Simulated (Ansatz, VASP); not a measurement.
# SnSe2: VASP beside Ansatz

The input INCAR:

```
ALGO = Normal
EDIFF = 1E-7
ENCUT = 520
GGA = PE
ISIF = 2
ISMEAR = -1
LASPH = T
LCHARG = F
LREAL = F
LWAVE = F
NBANDS = 20
NELM = 100
PREC = Accurate
SIGMA = 0.05
```

KPOINTS

```
k-points
0
Gamma
  8 8 5
```

POSCAR

```
SnSe2
1.0
    3.8857444663      0.0000000000      0.0000000000
   -1.9428722331      3.3651534204      0.0000000000
    0.0000000000      0.0000000000      6.2563442784
Sn Se
1 2
Direct
    0.0000000000      0.0000000000      0.0000000000
    0.6666666667      0.3333333333      0.7510000000
    0.3333333333      0.6666666667      0.2490000000
```

File input.yaml:

```yaml
crystal:
  lattice:
    - [3.8857444663, 0.0, 0.0]
    - [-1.9428722331, 3.3651534204, 0.0]
    - [0.0, 0.0, 6.2563442784]
  atoms:
    - { symbol: Sn, position: [0.0, 0.0, 0.0] }
    - { symbol: Se, position: [0.6666666667, 0.3333333333, 0.751] }
    - { symbol: Se, position: [0.3333333333, 0.6666666667, 0.249] }
hamiltonian:
  xc: pbe
  pseudopotentials: { kind: nc, accuracy: standard }
kpoints:
  mp_grid: { grid: [8, 8, 5] }
scf:
  occupations: { method: fermi_dirac, width: 0.05 }
output:
  forces: true
  stress: true
  eigenvalues: true
```

Alike in both runs: task single point; functional PBE; k mesh 8 × 8 × 5; occupations fermi-dirac, width 0.05 eV; no spin polarisation.

|  | VASP | Ansatz |
| --- | --- | --- |
| version | VASP 6.6.1 | Ansatz 0.2.0 |
| potentials or method | VASP PAW PBE potentials, release 64 (Sn_d, Se) | PseudoDojo standard (PBE files) |
| plane-wave cutoff (eV) | 520 | 1170 |
| valence electrons in the cell | 26 | 46 |

Ansatz gave:

```
gap on the k mesh at the Fermi level (eV)       : 0.71
least direct gap on the mesh (eV)               : 0.85
pressure (GPa)                                  : 1.3
largest component of the traceless stress (GPa) : 1.04
rms of the force components (eV/Å)              : 0.118
```

Q: Which values does VASP return?

A: gap on the k mesh at the Fermi level (eV): 0.72; least direct gap on the mesh (eV): 0.86; pressure (GPa): 1.4; largest component of the traceless stress (GPa): 1.07; rms of the force components (eV/Å): 0.123.

Atom by atom the forces differ by 0.005 eV/Å (rms over components). The functional is the same, so the differences come from potentials, cutoffs and numerics. The two sets of potentials don't hold the same shells in valence.

Caveats: spin-orbit coupling is left out, which moves the levels of the heavy elements; this functional lacks dispersion, which binds the layers, so the pressure and a relaxed spacing across them are unreliable; an odd mesh through Γ misses points on the zone boundary, where band edges often lie (VASP); odd divisions of the mesh miss points on the zone boundary, where band edges often lie, so the gap on the mesh can be too wide (Ansatz).
